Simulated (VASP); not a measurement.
Write the native input for VASP 6.6.1 that does the following.

```
Task                   : relaxation of the atoms
Functional             : PBE
Potentials or basis    : VASP PAW PBE potentials, release 64 (Al)
Cutoff                 : 520 eV
k mesh                 : 11 × 11 × 1
Occupations            : methfessel-paxton, width 0.1 eV
Spin                   : no spin polarisation
Dipole correction      : yes
Further INCAR settings : ALGO = Fast; EDIFF = 1e-07; IBRION = 2; EDIFFG = -0.02; NSW = 90
```

The structure of Al lies in POSCAR:

```
Al
1.0
    2.9124880100      0.0000000000      0.0000000000
    0.0000000000      2.9124880100      0.0000000000
    0.0000000000      0.0000000000     18.0188800000
Al
1
Direct
    0.5000000000      0.5000000000      0.5000000000
```

The cell was built by a generator and needn't be a form met in nature.

The input as run:

INCAR

```
SYSTEM = Al
  PREC = Accurate
  ENCUT = 520
  EDIFF = 1E-7
  ISMEAR = 1
  SIGMA = 0.1
  LREAL = .False.
  LASPH = .True.
  NELM = 120
  ALGO = Fast
  ISIF = 2
  LWAVE = .False.
  LCHARG = .False.
  LDIPOL = .True.
  IDIPOL = 3
  DIPOL = 0.5 0.5 0.500
  GGA = PE
  IBRION = 2
  NSW = 90
  EDIFFG = -0.02
  KPAR = 2
```

KPOINTS

```
regular mesh
0
Gamma
  11 11 1
  0 0 0
```

Potentials or basis: VASP PAW PBE potentials, release 64 (Al).

The run is started by

```sh
$ cat potpaw_PBE.64/Al/POTCAR > POTCAR
$ mpirun -np 2 vasp_std > vasp.out
```

Results of the run:

The band gap on the k mesh is none (metal or under the smearing width).

Caveat: the relaxation stopped at its first step, so nothing moved.

Wall time 15 s on 2 MPI ranks on Intel(R) Xeon(R) Platinum 8488C (Sapphire Rapids) (shared host), peak memory 0.24 GiB a rank.
